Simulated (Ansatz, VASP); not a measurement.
# One calculation of AgCl, two programs

The input INCAR:

```
SYSTEM = AgCl
PREC = Accurate ; ENCUT = 520
EDIFF = 1E-6 ; ISMEAR = 0
SIGMA = 0.03 ; LREAL = .False.
LASPH = .True. ; NELM = 100
ALGO = Fast ; ISIF = 2
LWAVE = .False. ; LCHARG = .False.
GGA = CA ; NBANDS = 16
```

KPOINTS

```
regular mesh
0
Gamma
  10 10 10
  0 0 0
```

The input POSCAR:

```
AgCl
1.0
    3.4339730000      0.0000000000      0.0000000000
    0.0000000000      3.5713319200      0.0000000000
    0.0000000000      0.0000000000      3.4339730000
Ag Cl
1 1
Direct
    0.0000000000      0.0000000000      0.0000000000
    0.5000000000      0.5000000000      0.5000000000
```

Input for Ansatz:

```yaml
crystal:
  lattice:
    - [3.433973, 0.0, 0.0]
    - [0.0, 3.57133192, 0.0]
    - [0.0, 0.0, 3.433973]
  atoms:
    - { symbol: Ag, position: [0.0, 0.0, 0.0] }
    - { symbol: Cl, position: [0.5, 0.5, 0.5] }
basis:
  ecutwfc: 420
kpoints:
  mp_grid: { grid: [10, 10, 10] }
hamiltonian:
  xc: lda
scf:
  occupations: { method: gaussian, width: 0.03 }
output:
  forces: true
  stress: true
  eigenvalues: true
```

Change from the starting cell: strain +0.0400 x Voigt [0, 1, 0, 0, 0, 0], atoms carried along.

Alike in both runs: task single point; functional LDA; k mesh 10 × 10 × 10; occupations gaussian, width 0.03 eV; no spin polarisation.

```csv
,VASP,Ansatz
version,VASP 6.6.1,Ansatz 0.2.0
potentials or method,"VASP PAW LDA potentials, release 64 (Ag, Cl)","scalar-relativistic, plane waves, PAW"
plane-wave cutoff (eV),520,420
valence electrons in the cell,18,26
```

|  | VASP | Ansatz | Ansatz less VASP |
| --- | --- | --- | --- |
| gap on the k mesh at the Fermi level (eV) | 0.26 | 0.23 | -0.029 |
| least direct gap on the mesh (eV) | 1.56 | 1.53 | -0.026 |
| pressure (GPa) | -8.7 | -8.7 | 0.00 |
| largest component of the traceless stress (GPa) | 1.08 | 1.08 | -0.008 |

The two sets of potentials don't hold the same shells in valence.

A k mesh can miss the band edges.
